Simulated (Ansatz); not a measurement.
Consider the ligand exchange at the Si–O bond: `N=C(N)O[SiH3]` + `C[SiH2][TeH]` → `C[SiH2][Te][SiH3]` + `N=C(N)O`.

Computed with Ansatz on PBE0-D4/def2-TZVP structures; ΔE is electronic, products minus reactants. CCSD(T)/CBS is the MP2 limit (def2-TZVPP, def2-QZVPP) plus CCSD(T) − MP2 in def2-TZVPP, frozen cores. DFT in def2-TZVPP. HSE06 is defined as in plane-wave codes. Elements past krypton have def2 core potentials. For Te outer-core shells are correlated without core-valence functions, which leaves a few kJ/mol of doubt a bond. Each species was taken in one conformer, which may not be the lowest.

CCSD(T)/CBS gives +3.5 kcal/mol.

(1) Another level gave +7.9 kcal/mol. Which?
A. B97M-V/def2-TZVPP
B. HF/def2-TZVPP
C. HSE06/def2-TZVPP
D. r2SCAN-D4/def2-TZVPP

Largest T1 diagnostic among the species: 0.013.

## Answers

(1) B. HF/def2-TZVPP 7.9, r2SCAN-D4 3.3, HSE06 1.3, B97M-V 5.6 kcal/mol.

From BLYP to BHLYP (50 % exact exchange), in def2-TZVPP and without D4, ΔE moves by +1.1 kcal/mol. The D4 term adds −1.0 kcal/mol with B3LYP and −0.5 kcal/mol with PBE0; it sums over pairs of atoms, weighted by their polarisabilities, and B3LYP, whose exchange is more repulsive, gets the larger term. In def2-TZVPP, CCSD(T) changes the Hartree–Fock value by −3.1 kcal/mol (the triples alone add −0.6 kcal/mol) and MP2 by −4.7 kcal/mol.

B3LYP here is the variant with VWN-RPA as its local correlation; programs differ in this.

CCSD(T)/CBS has its own doubt, a few kJ/mol and more with outer-core shells, so smaller differences from it don't rank the levels.
